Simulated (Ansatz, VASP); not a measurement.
# ZnO (zincite) in VASP and in Ansatz

```
Zn O
1.0
     3.25485    0.00000    0.00000
    -1.62743    2.81879    0.00000
     0.00000    0.00000    5.25613
Zn O
2 2
Direct
  0.33333 0.66667 0.50007
  0.66667 0.33333 0.00007
  0.66667 0.33333 0.37894
  0.33333 0.66667 0.87894
```

Alike in both runs: functional PBE; dispersion D3(BJ); k mesh 9 × 9 × 6; occupations gaussian, width 0.02 eV; no spin polarisation.

Ansatz relaxed the structure, and its values are those at the end. VASP's run is a single point on that final structure, the one shown.

|  | VASP | Ansatz |
| --- | --- | --- |
| version | VASP 6.6.1 | Ansatz 0.2.0 |
| potentials or method | VASP PAW PBE potentials, release 64 (Zn, O) | scalar-relativistic, plane waves, PAW |
| plane-wave cutoff (eV) | 520 | 420 |
| valence electrons in the cell | 36 | 36 |

|  | VASP | Ansatz | Ansatz less VASP |
| --- | --- | --- | --- |
| gap on the k mesh at the Fermi level (eV) | 0.76 | 0.78 | +0.016 |
| least direct gap on the mesh (eV) | 0.76 | 0.78 | +0.016 |
| pressure (GPa) | 1.0 | 0.0 | -1.02 |

PBE gaps usually lie below the measured ones, often by a third to a half.
